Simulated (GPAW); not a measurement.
A run of GPAW 26.7.0:

Contents of run.py:

```python
from ase import Atoms
from ase.filters import FrechetCellFilter
from ase.io import write
from ase.optimize import BFGS
from gpaw import GPAW, PW, setup_paths

setup_paths.insert(0, '.')

atoms = Atoms(['Ti', 'O'],
              cell=[[3.031, 0.0, 0.0],
                    [-1.5155, 2.6249229989, 0.0],
                    [0.0, 0.0, 3.2377]],
              scaled_positions=[[0.6666666667, 0.3333333333, 0.0],
                                [0.0, 0.0, 0.5]],
              pbc=True)

calc = GPAW(mode=PW(800),
            xc='PBEsol',
            kpts={'size': (9, 9, 7), 'gamma': True},
            occupations={'name': 'fermi-dirac', 'width': 0.05},
            nbands=19,
            convergence={'density': 1e-05, 'forces': 0.0001},
            maxiter=150,
            txt='gpaw.txt')
atoms.calc = calc
opt = BFGS(FrechetCellFilter(atoms), trajectory='relax.traj', logfile='-')
done = opt.run(fmax=0.02, steps=60)
calc.write('gs.gpw')
write('result.traj', atoms)
print('Converged:', done)
print('Cell:', atoms.cell.cellpar().round(4))
print('Volume:', round(atoms.get_volume(), 4))
print(atoms.get_scaled_positions().round(5))
```

Potentials or basis: PAW data sets generated in the run's folder for this functional, pw.

Command:

```console
$ gpaw-setup -f PBEsol O Ti
$ OMP_NUM_THREADS=1 python run.py
```

Hardware: 1 thread of Arm Neoverse V2, with other jobs on the host.

Task: How long does it take, and how much memory?

Result: Wall time 87 s on 1 thread of Arm Neoverse V2, on a shared host, peak memory 0.27 GiB. Counts: scf iterations 78, plane waves 1333, bands 19, k points 48, ion steps 8.
